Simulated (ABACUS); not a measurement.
Ti:

```xyz
1
Lattice="-1.6410 1.6410 1.6410 1.6410 -1.6410 1.6410 1.6410 1.6410 -1.6410" Properties=species:S:1:pos:R:3 pbc="T T T"
Ti    0.0000    0.0000    0.0000
```

This isn't the form of Ti at room conditions, which is hcp.

Base run:

* Program: ABACUS 3.10.1
* Functional: rPW86PBE
* Potentials or basis: SSSP 1.3 efficiency PBE
* Cutoff: 748 eV
* Density cutoff: 5987 eV
* Basis: plane waves
* k mesh: 9 × 9 × 9
* Occupations: fermi-dirac, width 0.05 eV
* Spin: no spin polarisation

Its results: band gap on the k mesh none (metal or under the smearing width); pressure -0.3 GPa.

Q: The run is repeated on the same cell with these changes: functional from rPW86PBE to PBEsol. What comes out?

A: Band gap on the k mesh none (metal or under the smearing width); pressure -6.5 GPa.

Caveats: the potentials were made for another functional, which shifts forces and pressure.
